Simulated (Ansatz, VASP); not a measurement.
TePb in VASP and in Ansatz

```xyz
2
Lattice="4.0023 0.0000 0.0000 0.0000 4.0023 0.0000 0.0000 0.0000 4.0023" Properties=species:S:1:pos:R:3 pbc="T T T"
Te    2.0011    2.0011    2.0011
Pb    0.0000    0.0000    0.0000
```

Alike in both runs: task single point; functional PBE; k mesh 10 × 10 × 10; occupations fermi-dirac, width 0.08 eV; no spin polarisation.

|  | VASP | Ansatz |
| --- | --- | --- |
| version | VASP 6.6.1 | Ansatz 0.2.0 |
| potentials or method | VASP PAW PBE potentials, release 64 (Te, Pb_d), cutoff 520 eV | all-electron LAPW, non-relativistic |

|  | VASP | Ansatz | Ansatz less VASP |
| --- | --- | --- | --- |
| pressure (GPa) | -0.3 | -0.4 | -0.09 |

Ansatz ran all-electron here, so the differences hold the error of VASP's frozen core and of both bases.

Spin-orbit coupling is left out, which matters for the levels of Pb, Te.
